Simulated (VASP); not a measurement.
# TaAs (I4_1md) in VASP: single point with PBE

Aim: the single point of TaAs with PBE.

All numbers are computed with VASP 6.6.1; they aren't measurements. Logs are shortened: lines on timing, memory, paths and dates and some standing lists are left out, and cuts for length are marked.

## 1. Starting point

It takes space group I4_1md (No. 109, tetragonal). Conventional cell: a = 3.463 Å, b = 3.463 Å, c = 11.735 Å, α = 90.00°, β = 90.00°, γ = 90.00°. Ta (site symmetry 2mm) is surrounded by 6 As at 2.62 to 2.63 Å. As (site symmetry 2mm) is surrounded by 6 Ta at 2.62 to 2.63 Å.

The cell is a database's computed one.

## 2. Single point, PBE

File INCAR:

```
PREC     = Accurate       # precision mode
ENCUT    = 520            # plane-wave cutoff, eV
EDIFF    = 1E-7           # SCF threshold, eV
ISMEAR   = 0              # smearing method
SIGMA    = 0.1            # smearing width, eV
LREAL    = False          # projectors in reciprocal space
LASPH    = True           # aspherical terms in the spheres
NELM     = 100            # most SCF steps
ALGO     = Fast           # electronic algorithm
ISIF     = 2              # what is computed and relaxed
LWAVE    = False          # write WAVECAR
LCHARG   = False          # write CHGCAR
GGA      = PE             # functional
NBANDS   = 24             # bands
```

File KPOINTS:

```
Automatic mesh
0
Gamma
  18 18 18
```

File POSCAR:

```
TaAs
1.0
   -1.7314485038      1.7314485038      5.8672947340
    1.7314485038     -1.7314485038      5.8672947340
    1.7314485038      1.7314485038     -5.8672947340
Ta As
2 2
Direct
    0.5001741945      1.0001741945      0.5000000000
    0.7501741945      0.7501741945      0.0000000000
    0.0824252255      0.5824252255      0.5000000000
    0.3324252255      0.3324252255      0.0000000000
```

Potentials or basis: VASP PAW PBE potentials, release 64 (Ta_pv, As).

Run with:

```bash
> cat potpaw_PBE.64/Ta_pv/POTCAR potpaw_PBE.64/As/POTCAR > POTCAR
> mpirun -np 1 vasp_std > vasp.out
```

OUTCAR:

```text
PREC = Accurate
   ENCUT = 520
   EDIFF = 1E-7
   ISMEAR = 0
   LREAL = False
   LASPH = True
   NELM = 100
   ISIF = 2
   GGA = PE

 ion  position               nearest neighbor table
   1  0.500  0.000  0.500-   4 2.62   4 2.62   3 2.63   3 2.63   3 2.63   3 2.63   2 3.41   2 3.41
                             2 3.41   2 3.41
   2  0.750  0.750  0.000-   3 2.62   3 2.62   4 2.63   4 2.63   4 2.63   4 2.63   1 3.41   1 3.41
                             1 3.41   1 3.41
   3  0.082  0.582  0.500-   2 2.62   2 2.62   1 2.63   1 2.63   1 2.63   1 2.63
   4  0.332  0.332  0.000-   1 2.62   1 2.62   2 2.63   2 2.63   2 2.63   2 2.63

  LATTYP: Found a body centered tetragonal cell.
 ALAT       =     3.4628970076
 C/A-ratio  =     3.3886625684

  Lattice vectors:

 A1 = (  -1.7314485038,   1.7314485038,   5.8672947340)
 A2 = (   1.7314485038,  -1.7314485038,   5.8672947340)
 A3 = (   1.7314485038,   1.7314485038,  -5.8672947340)

Analysis of symmetry for initial positions (statically):
=====================================================================
 Subroutine PRICEL returns:
 Original cell was already a primitive cell.

 Routine SETGRP: Setting up the symmetry group for a
 body centered tetragonal supercell.

 Subroutine GETGRP returns: Found  8 space group operations
 (whereof  4 operations were pure point group operations)
 out of a pool of 16 trial point group operations.

The static configuration has the point symmetry C_2v.
 The point group associated with its full space group is C_4v.

Analysis of symmetry for dynamics (positions and initial velocities):
=====================================================================
 Subroutine PRICEL returns:
 Original cell was already a primitive cell.

 Routine SETGRP: Setting up the symmetry group for a
 body centered tetragonal supercell.

 Subroutine GETGRP returns: Found  8 space group operations
 (whereof  4 operations were pure point group operations)
 out of a pool of 16 trial point group operations.

The dynamic configuration has the point symmetry C_2v.
 The point group associated with its full space group is C_4v.

 Subroutine INISYM returns: Found  8 space group operations
 (whereof  4 operations are pure point group operations),
 and found     1 'primitive' translations

----------------------------------------------------------------------------------------

                                     Primitive cell

  volume of cell :      70.3586

  direct lattice vectors                    reciprocal lattice vectors
    -1.731448504  1.731448504  5.867294734     0.000000000  0.288775553  0.085218150
     1.731448504 -1.731448504  5.867294734     0.288775553  0.000000000  0.085218150
     1.731448504  1.731448504 -5.867294734     0.288775553  0.288775553  0.000000000

  length of vectors
     6.357749235  6.357749235  6.357749235     0.301087119  0.301087119  0.408390304

  position of ions in fractional coordinates (direct lattice)
     0.500174194  0.000174194  0.500000000
     0.750174194  0.750174194  0.000000000
     0.082425226  0.582425226  0.500000000
     0.332425226  0.332425226  0.000000000

  ion indices of the primitive-cell ions
   primitive index   ion index
                 1           1
                 2           2
                 3           3
                 4           4

----------------------------------------------------------------------------------------

 KPOINTS: Automatic mesh

Automatic generation of k-mesh.
 Grid dimensions read from file:
 generate k-points for:   18   18   18

 Generating k-lattice:

  Cartesian coordinates                     Fractional coordinates (reciprocal lattice)
     0.000000000  0.016043086  0.004734342     0.055555556  0.000000000 -0.000000000
     0.016043086  0.000000000  0.004734342     0.000000000  0.055555556 -0.000000000
     0.016043086  0.016043086  0.000000000     0.000000000  0.000000000  0.055555556

  Length of vectors
     0.016727062  0.016727062  0.022688350

  Shift w.r.t. Gamma in fractional coordinates (k-lattice)
     0.000000000  0.000000000  0.000000000

 Subroutine IBZKPT returns following result:
 ===========================================

 Found    480 irreducible k-points:

 Following reciprocal coordinates:
            Coordinates               Weight
  0.000000  0.000000  0.000000      1.000000
  0.055556  0.000000 -0.000000      8.000000
  0.111111  0.000000 -0.000000      8.000000
  0.166667 -0.000000  0.000000      8.000000
  0.222222  0.000000 -0.000000      8.000000
  0.277778 -0.000000  0.000000      8.000000
[... 16 lines left out ...]
 -0.277778  0.055556  0.000000     16.000000
 -0.222222  0.055556  0.000000     16.000000
 [... further k-points ...]
   k-points           NKPTS =    480   k-points in BZ     NKDIM =    480   number of bands    NBANDS=     24
   number of dos      NEDOS =    301   number of ions     NIONS =      4
   total plane-waves  NPLWV = 110592
   dimension x,y,z NGX =    48 NGY =   48 NGZ =   48
   dimension x,y,z NGXF=    96 NGYF=   96 NGZF=   96
   ions per type =               2   2
   NGX,Y,Z   is equivalent  to a cutoff of  12.55, 12.55, 12.55 a.u.
   NGXF,Y,Z  is equivalent  to a cutoff of  25.10, 25.10, 25.10 a.u.
 SYSTEM =  unknown system
   PREC   = accura    normal or accurate (medium, high low for compatibility)
   ISTART =      0    job   : 0-new  1-cont  2-samecut
   ICHARG =      2    charge: 1-file 2-atom 10-const
   ISPIN  =      1    spin polarized calculation?
   LNONCOLLINEAR =      F non collinear calculations
   LSORBIT =      F    spin-orbit coupling
   LASPH  =      T    aspherical Exc in radial PAW
   ENCUT  =  520.0 eV  38.22 Ry    6.18 a.u.  11.82 11.82 11.82*2*pi/ulx,y,z
   NELM   =    100;   NELMIN=  2; NELMDL= -5     # of ELM steps
   EDIFF  = 0.1E-06   stopping-criterion for ELM
   LREAL  =      F    real-space projection
   EDIFFG = 0.1E-05   stopping-criterion for IOM
   NSW    =      0    number of steps for IOM
   IBRION =     -1    ionic relax: 0-MD 1-quasi-New 2-CG
   NFREE  =      0    steps in history (QN), initial steepest desc. (CG)
   ISIF   =      2    stress and relaxation
   ISYM   =      2    0-nonsym 1-usesym 2-fastsym
   POTIM  = 0.5000    time-step for ionic-motion
   TEBEG  =    0.0;   TEEND  =   0.0 temperature during run
   PSTRESS=    0.0 pullay stress
   NELECT =      32.0000    total number of electrons
   NUPDOWN=      -1.0000    fix difference up-down
   EMIN   =  10.00;   EMAX   =-10.00  energy-range for DOS
   EFERMI =   0.00;   METHOD = LEGACY
   ISMEAR =     0;   SIGMA  =   0.10  broadening in eV -4-tet -1-fermi 0-gaus
   EFERMI_NEDOS =   21; number of points for ismear=-14 and -15
   IALGO  =     68    algorithm
   IMIX   =      4    mixing-type and parameters
     AMIX     =   0.40;   BMIX     =  1.00
     AMIX_MAG =   1.60;   BMIX_MAG =  1.00
  volume/ion in A,a.u.               =      17.59       118.70
  Fermi-wavevector in a.u.,A,eV,Ry     =   1.258981  2.379129 21.565682  1.585033
  Thomas-Fermi vector in A             =   2.392563
   LORBIT       =      0    0 simple, 1 ext, 2 COOP (PROOUT), +10 PAW based schemes
   GGA     = PE    functional components
   LHFCALC =     F    Hartree Fock is set to
   AEXX    =    0.0000 exact exchange contribution
   IVDW    =     0    specifies the selected vdW correction
   LEPSILON=     F    determine dielectric tensor
   LRPA    =     F    only Hartree local field effects (RPA)
 non-spin polarized calculation
 RMM-DIIS sequential band-by-band and
 Gauss-broadening in eV      SIGMA  =   0.10
  energy-cutoff  :      520.00
  volume of cell :       70.36
 maximum number of plane-waves:      1930
   NGX = 23   NGY = 23   NGZ = 23

 number of electron      32.0000002 magnetization

 Free energy of the ion-electron system (eV)
  ---------------------------------------------------
  ext. energy  EPLUGINS =         0.00000000
  ---------------------------------------------------
  free energy    TOTEN  =       -35.11802678 eV

  energy without entropy =      -35.11634672  energy(sigma->0) =      -35.11718675

 E-fermi :   6.8671     XC(G=0): -11.8559

 val. band max:        6.8574905432   @ k =  -0.3333   0.4444   0.3333
 cond. band min:       6.8672444959   @ k =  -0.1111  -0.4444   0.1111
 fundamental gap:      0.0097539527
 Fermi energy:         6.8670976380

 k-point     1 :       0.0000    0.0000    0.0000
  band No.  band energies     occupation
      1     -28.1310      2.00000
      2     -28.1003      2.00000
      3     -28.1003      2.00000
      4     -27.9550      2.00000
      5     -27.9550      2.00000
      6     -27.9014      2.00000
[... 16 lines left out ...]
     23      10.8969      0.00000
     24      11.1188      0.00000

 k-point     2 :       0.0556    0.0000   -0.0000
  band No.  band energies     occupation
      1     -28.1301      2.00000
      2     -28.1042      2.00000
      3     -28.0999      2.00000
      4     -27.9594      2.00000
      5     -27.9545      2.00000
      6     -27.9018      2.00000
[... 16 lines left out ...]
     23      10.5510      0.00000
     24      11.3878      0.00000

 k-point     3 :       0.1111    0.0000   -0.0000
  band No.  band energies     occupation
      1     -28.1310      2.00000
      2     -28.1115      2.00000
      3     -28.0987      2.00000
      4     -27.9719      2.00000
      5     -27.9530      2.00000
      6     -27.9034      2.00000
[... 16 lines left out ...]
     23      10.6724      0.00000
     24      11.9147      0.00000
[... 514 lines left out ...]
 k-point    23 :      -0.2778    0.0556    0.0000
  band No.  band energies     occupation
      1     -28.1953      2.00000
      2     -28.0996      2.00000
      3     -28.0894      2.00000
      4     -28.0329      2.00000
      5     -27.9496      2.00000
      6     -27.9141      2.00000
[... 16 lines left out ...]
     23      11.5640      0.00000
     24      12.6472      0.00000

 k-point    24 :      -0.2222    0.0556    0.0000
  band No.  band energies     occupation
      1     -28.1691      2.00000
      2     -28.1052      2.00000
      3     -28.0954      2.00000
      4     -28.0118      2.00000
      5     -27.9525      2.00000
      6     -27.9084      2.00000
[... 16 lines left out ...]
     23      11.4549      0.00000
     24      12.1815      0.00000

 [... further k-points ...]

------------------------ aborting loop because EDIFF is reached ----------------------------------------

  FORCE on cell =-STRESS in cart. coord.  units (eV):
  Direction    XX          YY          ZZ          XY          YZ          ZX
  --------------------------------------------------------------------------------------
  -------------------------------------------------------------------------------------
  Total        0.2056462      0.2056462      0.1538399      0.0000000      0.0000000      0.0000000
  in kB        4.6828927      4.6828927      3.5031808      0.0000000      0.0000000      0.0000000
  external PRESSURE =       4.2896554 kB  Pullay stress =       0.0000000 kB

 VOLUME and BASIS-vectors are now :
 -----------------------------------------------------------------------------
  energy-cutoff  :      520.00
  volume of cell :       70.36
      direct lattice vectors                 reciprocal lattice vectors
    -1.731448504  1.731448504  5.867294734     0.000000000  0.288775553  0.085218150
     1.731448504 -1.731448504  5.867294734     0.288775553  0.000000000  0.085218150
     1.731448504  1.731448504 -5.867294734     0.288775553  0.288775553  0.000000000

 POSITION                                       TOTAL-FORCE (eV/Angst)
 -----------------------------------------------------------------------------------
      0.00000      1.73145      0.00204        -0.000000     -0.000000      0.002026
      0.00000      0.00000      8.80299        -0.000000     -0.000000      0.002026
      1.73145      0.00000      0.96723        -0.000000     -0.000000     -0.002026
      0.00000      0.00000      3.90087         0.000000      0.000000     -0.002026
 -----------------------------------------------------------------------------------
    total drift:                                0.000000      0.000000     -0.000007

  FREE ENERGIE OF THE ION-ELECTRON SYSTEM (eV)
  ---------------------------------------------------
  free  energy   TOTEN  =       -35.1180267756 eV

  energy  without entropy=      -35.1163467225  energy(sigma->0) =      -35.11718675
```

Run time: 16 min. Hardware: 1 thread of Intel Xeon 6975P-C (Granite Rapids), shared host; peak memory 0.89 GiB.

Results:

- Free energy: -35.1180 eV
- Pressure: 0.4 GPa
- Band gap on the k mesh: none (metal or under the smearing width)

Forces in eV/Å, atoms in the order of the input:
```
Ta   0.000  0.000  0.002
Ta   0.000  0.000  0.002
As   0.000  0.000 -0.002
As   0.000  0.000 -0.002
```

The run has no spin-orbit coupling, so splittings on Ta are missing.
